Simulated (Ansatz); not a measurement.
**Zr$_{3}$Si$_{2}$: do energies and stresses tell the same story?**

Method: DFT PBEsol, scalar-relativistic, plane waves, PAW in Ansatz.

Settings: cutoff 420 eV, Γ-centred mesh 6×6×10 on the computed 10-atom cell, Gaussian smearing of 0.10 eV; no spin polarisation.

Relaxed cell: P4/mbm, a = 7.066 Å, b = 7.066 Å, c = 3.644 Å, α = 90.00°, β = 90.00°, γ = 90.00°, 10 atoms in the primitive cell. Whether it is the stable form of this composition wasn't checked.

Energies at zero smearing and pressures from the stress tensor, at volumes with shape and atoms relaxed:
```csv
V (Å³/atom),E − E(first) (meV/atom),P (GPa)
16.011,0.00,23.16
16.557,-66.32,16.01
17.103,-110.04,9.86
17.648,-134.31,4.57
18.194,-141.81,0.01
18.740,-134.87,-3.91
19.286,-115.53,-7.29
20.014,-73.48,-11.07
```

Task: Check P = −dE/dV between neighbouring volumes, and get the bulk modulus from the pressures alone.

Result: With 1 eV/Å³ = 160.2 GPa:
```csv
middle V (Å³/atom),−ΔE/ΔV (GPa),mean P (GPa)
16.284,19.467,19.582
16.830,12.832,12.934
17.375,7.125,7.216
17.921,2.202,2.289
18.467,-2.039,-1.952
19.013,-5.677,-5.601
19.650,-9.256,-9.181
```

The two differ by 0.11 GPa at most. The mean of two end pressures misses the average over a step by about ΔV² P″/12, up to 0.09 GPa here; with that taken off 0.04 GPa remains. The stress is the derivative of the free energy, not of the energy at zero smearing, and with free energies 0.01 GPa remains. Around V = 18.194 Å³/atom, the two neighbours give B = −V ΔP/ΔV = 18.194 × 8.48 / 1.092 = 141.4 GPa, against B0 = 140.7 GPa from the Birch–Murnaghan fit of the energies.